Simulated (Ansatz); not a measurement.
Crystal: ZrB2.

```xyz
3
Lattice="3.1700 0.0000 0.0000 -1.5850 2.7453 0.0000 0.0000 0.0000 3.5330" Properties=species:S:1:pos:R:3 pbc="T T T"
Zr    0.0000    0.0000    0.0000
B     1.5850    0.9151    1.7665
B     0.0000    1.8302    1.7665
```

| Property | Result |
| --- | --- |
| Program | Ansatz 0.2.0 |
| Task | single point |
| Functional | PBEsol |
| Potentials or basis | all-electron LAPW, scalar-relativistic |
| Cutoff | 281 eV (chosen from the basis error) |
| Basis error allowed | 0.001 eV/atom |
| k mesh | 10 × 10 × 8 |
| Occupations | fermi-dirac, width 0.05 eV |
| Spin | no spin polarisation |

On this cell: pressure -4.1 GPa; largest force under 0.003 eV/Å; band gap on the k mesh none (metal or under the smearing width).

The same run follows on a disturbed copy (atoms moved at random, drawn with an rms of 0.05 Å):

```
Zr B
1.0
     3.17000    0.00000    0.00000
    -1.58500    2.74530    0.00000
     0.00000    0.00000    3.53300
Zr B
1 2
Direct
  0.00055 0.02110 0.99126
  0.65467 0.33004 0.49578
  0.34214 0.66506 0.51411
```

What changes?

The energy (extrapolated to zero smearing) moves by +28.2 meV/atom; pressure -3.1 GPa; largest force 1.242 eV/Å; band gap on the k mesh none (metal or under the smearing width).

Forces on the atoms (eV/Å):
```
Zr   0.374 -0.832  0.675
B    0.535  0.395  0.049
B   -0.909  0.437 -0.724
```

Stress tensor (GPa, compression positive):
```
-2.86  0.47  0.44
 0.47 -3.11 -0.71
 0.44 -0.71 -3.19
```
